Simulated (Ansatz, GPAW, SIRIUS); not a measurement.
# CdF2: energy against volume and a worked fit

The structure is cubic, space group Fm-3m (No. 225). Conventional cell: a = 5.388 Å, b = 5.388 Å, c = 5.388 Å, α = 90.00°, β = 90.00°, γ = 90.00°. Cd (site symmetry m-3m) has 8 F at 2.33 Å as nearest neighbours. F (site symmetry -43m) has 4 Cd at 2.33 Å as nearest neighbours.

The cell was scaled at fixed shape and fractions and run with Ansatz, all-electron LAPW, scalar-relativistic; PBE, k mesh 9 × 9 × 9 on the cell of 3 atoms, fermi-dirac occupations of 0.05 eV, no spin polarisation, no spin-orbit coupling. Energies are those that the program minimises, any entropy of the smearing included.

```csv
V (Å³/atom),energy over the lowest row (meV/atom)
12.2526,56.89
12.5133,36.86
12.7740,21.68
13.0347,?
13.2954,3.87
13.5561,0.38
13.8168,0.00
```

Task: Fit the third-order Birch-Murnaghan form, give V0, B0 and B′, and predict the energy left open.

Result: With y = (V0/V)^(2/3), E = E0 + (9 V0 B0/16) [(y - 1)³ B′ + (y - 1)² (6 - 4y)]. Least squares through the rows shown give V0 = 13.7191 Å³/atom, E0 = -0.20 meV, B0 = 93.84 GPa (1 eV/Å³ = 160.218 GPa) and B′ = 4.78, with a largest miss of 0.01 meV. At V = 13.0347 the form with these constants gives 10.83 meV; the run gave 10.84 meV an atom. Other set-ups at this level, from all their volumes (Å³/atom, GPa): Ansatz, Ansatz PAW (earlier soft set): V0 13.727, B0 93.67; GPAW, GPAW PAW data sets (gpaw-data 1.2.1): V0 13.700, B0 90.07; SIRIUS, all-electron FP-LAPW, apw+lo standard: V0 13.697, B0 92.44.
